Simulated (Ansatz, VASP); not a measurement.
## Two plane-wave programs on NaF (Villiaumite)

INCAR

```
PREC     = Accurate       # precision mode
ENCUT    = 520            # plane-wave cutoff, eV
EDIFF    = 1E-6           # SCF threshold, eV
ISMEAR   = 0              # smearing method
SIGMA    = 0.01           # smearing width, eV
LREAL    = False          # projectors in reciprocal space
LASPH    = True           # aspherical terms in the spheres
NELM     = 100            # most SCF steps
ALGO     = Normal         # electronic algorithm
ISIF     = 2              # what is computed and relaxed
LWAVE    = False          # write WAVECAR
LCHARG   = False          # write CHGCAR
GGA      = PE             # functional
NBANDS   = 14             # bands
```

Contents of KPOINTS:

```
regular mesh
0
Gamma
  8 8 8
```

Contents of POSCAR:

```
NaF
1.0
    0.0000000000      2.3200000000      2.3200000000
    2.3200000000      0.0000000000      2.3200000000
    2.3200000000      2.3200000000      0.0000000000
Na F
1 1
Direct
    0.0043103448     -0.0043103448      0.0043103448
    0.5000000000      0.5000000000      0.5000000000
```

Input for Ansatz:

```yaml
crystal:
  lattice:
    - [0.0, 2.32, 2.32]
    - [2.32, 0.0, 2.32]
    - [2.32, 2.32, 0.0]
  atoms:
    - { symbol: Na, position: [0.004310344827586208, -0.004310344827586208, 0.004310344827586208] }
    - { symbol: F, position: [0.5, 0.5, 0.5] }
basis:
  ecutwfc: 510.0
kpoints:
  mp_grid:
    grid: [8, 8, 8]
hamiltonian:
  xc: pbe
scf:
  occupations:
    method: fixed
output:
  forces: true
```

Alike in both runs: task single point; functional PBE; k mesh 8 × 8 × 8; no spin polarisation.

```csv
,VASP,Ansatz
version,VASP 6.6.1,Ansatz 0.2.0
potentials or method,"VASP PAW PBE potentials, release 64 (Na_pv, F)","plane waves, PAW"
plane-wave cutoff (eV),520,510
occupations,"gaussian, width 0.01 eV",fixed
valence electrons in the cell,14,16
```

VASP gave:

```
rms of the force components (eV/Å) : 0.028
```

Q: Which values does Ansatz return?

A: rms of the force components (eV/Å): 0.027.

Atom by atom the forces differ by 0.001 eV/Å (rms over components). The two sets of potentials don't hold the same shells in valence.
